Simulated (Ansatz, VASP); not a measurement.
**Two plane-wave programs on La**

```xyz
2
Lattice="3.5794 0.0000 0.0000 -1.7897 3.0998 0.0000 0.0000 0.0000 5.9143" Properties=species:S:1:pos:R:3 pbc="T T T"
La    0.0000    2.0665    1.4786
La    1.7897    1.0333    4.4357
```

Alike in both runs: functional LDA; k mesh 10 × 10 × 5; occupations fermi-dirac, width 0.1 eV; no spin polarisation.

Ansatz relaxed the structure, and its values are those at the end. VASP's run is a single point on that final structure, the one shown.

|  | VASP | Ansatz |
| --- | --- | --- |
| version | VASP 6.6.1 | Ansatz 0.2.0 |
| potentials or method | VASP PAW LDA potentials, release 64 (La) | plane waves (420 eV) with PAW, scalar-relativistic |
| plane-wave cutoff (eV) | 520 | 420 |
| valence electrons in the cell | 22 | 22 |

|  | VASP | Ansatz | Ansatz less VASP |
| --- | --- | --- | --- |
| pressure (GPa) | -0.1 | 0.0 | +0.10 |

Ansatz warned: «pseudo_functional_mismatch».

The runs have no spin-orbit coupling, so splittings on La are missing.
